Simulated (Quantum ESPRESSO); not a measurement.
**Rh: equation of state with LDA**

**Measured values to compare with.**

“Thermal equation of state of rhodium characterized by XRD in a resistively heated diamond anvil cell”, 2024, pmc:11535440 quotes, for a bulk crystal of Rh: bulk modulus 264 ± 1 GPa.

The system is Rh.

```
CELL_PARAMETERS angstrom
0.00000 1.89785 1.89785
1.89785 0.00000 1.89785
1.89785 1.89785 0.00000
ATOMIC_POSITIONS crystal
Rh 0.00000 0.00000 0.00000
```

- Program: Quantum ESPRESSO 7.5
- Task: equation of state
- Functional: LDA
- Potentials or basis: PseudoDojo 0.4.1 SR LDA standard
- Cutoff: 1197 eV
- Density cutoff: 4789 eV
- k mesh: 12 × 12 × 12
- Occupations: fermi-dirac, width 0.05 eV
- Spin: no spin polarisation
- Form of the LDA correlation: PW92
- Mixing beta: 0.5
- Most SCF iterations: 120
- SCF threshold: 2e-10 Ry

```json
{
  "Equilibrium volume": "13.24 Å³/atom",
  "Bulk modulus": "319 GPa",
  "Pressure derivative of the bulk modulus": "5.1"
}
```

Energy against volume, from the lowest point:
```tsv
volume (Å³/atom)	energy (meV/atom)
12.851	11.28
13.125	0.00
13.398	0.62
13.671	11.71
13.945	32.03
14.218	60.49
14.492	96.07
```

All runs of the series together: 110 s on 1 thread of Arm Neoverse V1, on a shared host.

A measured bulk modulus of Rh is 264 GPa (quoted in “Thermal equation of state of rhodium characterized by XRD in a resistively heated diamond anvil cell”, 2024, pmc:11535440); the calculated 319 GPa misses it by +20.8 %. The fit is for a static lattice scaled at fixed shape and fixed fractional positions.

LDA usually gives volumes a few per cent too small.
